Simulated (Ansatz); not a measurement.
# InP: the cost of one run

Program: Ansatz 0.2.0. Level of theory: DFT, PBE, plane-wave PAW, default files, with spin-orbit coupling. These are calculated values, not measurements.

## Step 1: Starting point

It takes space group F-43m (No. 216, cubic). The conventional cell has a = 5.869 Å, b = 5.869 Å, c = 5.869 Å, α = 90.00°, β = 90.00°, γ = 90.00°. In (site symmetry -43m) is surrounded by 4 P at 2.54 Å. Around P (site symmetry -43m) lie 4 In at 2.54 Å.

Coordinates:

```
CELL_PARAMETERS angstrom
0.00000 2.93435 2.93435
2.93435 0.00000 2.93435
2.93435 2.93435 0.00000
ATOMIC_POSITIONS crystal
In 0.00000 0.00000 0.00000
P 0.25000 0.25000 0.25000
```

The earlier run gave: gap on the mesh 0.69 eV, largest force 0.000 eV/Å, pressure 3.1 GPa.

Site by site (atoms counted from 1):

| site | atoms | first shell | V_zz (10²¹ V/m²) | η | C_Q (MHz) |
| --- | --- | --- | --- | --- | --- |
| In | 1 | 4 P at 2.54 Å | 0.00 | – | 0 (¹¹⁵In) |
| P | 2 | 4 In at 2.54 Å | 0.00 | – | – |

V_zz is the principal component of the electric field gradient with the largest magnitude, η = (V_xx − V_yy)/V_zz and C_Q = eQV_zz/h. Quadrupole moments are those of Pyykkö's year-2017 table. A dash under C_Q marks elements without a common quadrupolar isotope.

## Step 2: Spin-orbit coupling at the relaxed positions

Input file input.yaml:

```yaml
crystal:
  lattice:
    - [0.0, 2.93435, 2.93435]
    - [2.93435, 0.0, 2.93435]
    - [2.93435, 2.93435, 0.0]
  atoms:
    - { symbol: In, position: [0.0, 0.0, 0.0] }
    - { symbol: P, position: [0.25, 0.25, 0.25] }
kpoints:
  mp_grid: { grid: [13, 13, 13] }
scf:
  occupations: { method: fermi_dirac, width: 0.02 }
hamiltonian:
  xc: pbe
  pseudopotentials: { kind: paw_fr }
output:
  forces: true
  stress: true
  populations: true
  efg: { quadrupole_moments_barn: { In: 0.772 }, contact_densities: true }
magnetization:
  noncollinear: true
  spin_orbit: true
```

The run is started by

```bash
ansatz run input.yaml --threads 1 --pin off --max-ram 3072MiB --backend cpu --events-out ev --progress --plain --runs-dir out
```

**Question.** How long does this run take on 1 thread of Intel Xeon Platinum 8488C (Sapphire Rapids), shared host, and how much memory does it need?

About 27 s, with a peak of 0.67 GiB.
